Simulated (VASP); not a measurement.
# GaAs: convergence, excitations by TDDFT

GaAs, F-43m (no. 216), 2 atoms in the cell. PBE0, TDDFT by the Casida equation; PAW potentials As_GW, Ga_d_GW (PBE set). VASP 6.6.1.

Wanted: first bright excitation within 0.05 eV; spectrum (imaginary part of ε) within 15 %.

Kernel: ladder with the hybrid's exchange.

POSCAR:
```
GaAs
1.0
    0.0000000000      2.8268500000      2.8268500000
    2.8268500000      0.0000000000      2.8268500000
    2.8268500000      2.8268500000      0.0000000000
As Ga
1 1
Direct
    0.7500000000      0.7500000000      0.7500000000
    0.0000000000      0.0000000000      0.0000000000
```

The series start from Conduction bands in the pairs: 4; Valence bands in the pairs: 3; Largest pair energy, which also ends the spectrum (eV): 25; Cutoff of the response function (eV): 150; Grid for exchange-like terms: Normal; k mesh: 6 × 6 × 6. Each series keeps the choices made before it, and each single choice may use up half of a tolerance. Times cover all steps of a run.

## Conduction bands in the pairs

| Conduction bands in the pairs | First bright excitation (eV) | Spectrum (imaginary part of ε), largest deviation against the largest value | Time (s) |
|---|---|---|---|
| 1 | 1.520 | 21 % | 232 |
| 2 | 1.518 | 7.1 % | 238 |
| 4 | 1.518 | 2.2 % | 254 |
| 6 | 1.518 | 1.2 % | 274 |
| 8 (reference) | 1.518 | 0 % | 308 |

Chosen: 2, the loosest value from which every tighter one stays within half of the tolerance.

## Valence bands in the pairs

| Valence bands in the pairs | First bright excitation (eV) | Spectrum (imaginary part of ε), largest deviation against the largest value | Time (s) |
|---|---|---|---|
| 1 | 1.521 | 54 % | 228 |
| 2 | 1.519 | 8.3 % | 233 |
| 3 | 1.518 | 0.35 % | 238 |
| 4 | 1.518 | 0.013 % | 244 |
| 6 (reference) | 1.518 | 0 % | 258 |

Chosen: 3.

## Largest pair energy, which also ends the spectrum (eV)

| Largest pair energy, which also ends the spectrum (eV) | First bright excitation (eV) | Spectrum (imaginary part of ε), largest deviation against the largest value | Time (s) |
|---|---|---|---|
| 6 | 1.519 | – | 230 |
| 9 | 1.519 | – | 238 |
| 13 | 1.518 | 0.17 % | 238 |
| 18 | 1.518 | 0.12 % | 240 |
| 25 (reference) | 1.518 | 0 % | 238 |

Chosen: 13.

## Cutoff of the response function (eV)

| Cutoff of the response function (eV) | First bright excitation (eV) | Spectrum (imaginary part of ε), largest deviation against the largest value | Time (s) |
|---|---|---|---|
| 40 | 1.517 | 8.1 % | 240 |
| 80 | 1.518 | 0.33 % | 239 |
| 120 | 1.518 | 0.03 % | 239 |
| 150 | 1.518 | 0.017 % | 238 |
| 200 (reference) | 1.518 | 0 % | 238 |

Chosen: 80.

## Grid for exchange-like terms

| Grid for exchange-like terms | First bright excitation (eV) | Spectrum (imaginary part of ε), largest deviation against the largest value | Time (s) |
|---|---|---|---|
| Normal | 1.518 | 0 % | 239 |
| Fast | 1.518 | 0.01 % | 228 |

Chosen: Normal; no other choice that stays within half of the tolerance saves 30 % of the time.

## k mesh

| k mesh | First bright excitation (eV) | Spectrum (imaginary part of ε), largest deviation against the largest value | Time (s) |
|---|---|---|---|
| 4 × 4 × 4 | 1.422 | 95 % | 34 |
| 6 × 6 × 6 (reference) | 1.518 | 0 % | 239 |

Chosen: 6 × 6 × 6; the next looser run is off by more than half of the tolerance, so convergence isn't shown beyond this value.

## All choices together

| Input | First bright excitation (eV) | Spectrum (imaginary part of ε), largest deviation against the largest value | Time (s) |
|---|---|---|---|
| default band counts on the coarsest mesh (naive) | 1.420 | 97 % | 71 |
| chosen settings | 1.518 | 8 % | 239 |
| reference settings throughout | 1.517 | 0 % | 405 |

The chosen settings stay within the tolerance of the reference run, but the reference itself isn't shown to be converged in: k mesh.

## The input

INCAR.step1:
```
PREC     = Accurate       # precision mode
ENCUT    = 410            # plane-wave cutoff, eV
ISMEAR   = 0              # smearing method
SIGMA    = 0.02           # smearing width, eV
EDIFF    = 1E-5           # SCF threshold, eV
LASPH    = T              # aspherical terms in the spheres
KPAR     = 4            
LWAVE    = T              # write WAVECAR
LCHARG   = F              # write CHGCAR
NBANDS   = 21             # bands
```

INCAR.step2, as INCAR.step1 but for:
```
- EDIFF = 1E-5
+ EDIFF = 1E-7
+ LOPTICS = T
+ ALGO = Normal
+ NEDOS = 2000
+ CSHIFT = 0.1
+ GGA = PE
+ LHFCALC = T
+ AEXX = 0.25
+ ISTART = 1
+ PRECFOCK = Fast
```

INCAR.step3, as INCAR.step2 but for:
```
- LWAVE = T
- LOPTICS = T
- ALGO = Normal
- NEDOS = 2000
- CSHIFT = 0.1
- PRECFOCK = Fast
+ LWAVE = F
+ ALGO = TDHF
+ NBANDSO = 3
+ NBANDSV = 2
+ IBSE = 2
+ NBSEEIG = 4
+ LHARTREE = T
+ LADDER = T
+ LFXC = T
+ ENCUTGW = 80
+ PRECFOCK = Normal
+ ANTIRES = 0
+ OMEGAMAX = 13
+ CSHIFT = 0.15
+ NOMEGA = 1000
```

KPOINTS:
```
Automatic mesh
0
Gamma
  6 6 6
  0 0 0
```

Commands (each step's output is kept before the next begins):
```
cat potpaw_PBE.64/As_GW/POTCAR potpaw_PBE.64/Ga_d_GW/POTCAR > POTCAR
cp INCAR.step1 INCAR
mpirun -np 4 vasp_std > vasp.out
cp INCAR.step2 INCAR
mpirun -np 4 vasp_std > vasp.out
cp INCAR.step3 INCAR
mpirun -np 4 vasp_std > vasp.out
```

Limits: The 6×6×6 mesh is coarse for a spectrum: peaks stand apart that a denser mesh merges, and ε at zero frequency can be far too high; the pairs hold 3 valence and 2 conduction bands, and what lies beyond is missing from ε.

The chosen input took VASP 6.6.1 239 s on 4 cores (Intel Xeon 6975P-C (Granite Rapids)), a shared host.

## An input that fails: OMEGAMAX 0.5

VASP's message: The number of conduction band and valence band pairs is zero. This indicates that NBANDSV or NBANDSO are not properly set up. The VASP default is to set them to the number of occupied orbitals. Try to set them manually. It is also possible that OMEGAMAX is too small; please increase ….

Changes against the starting input:
```
(step 3)
- OMEGAMAX = 25
+ OMEGAMAX = 0.5
```
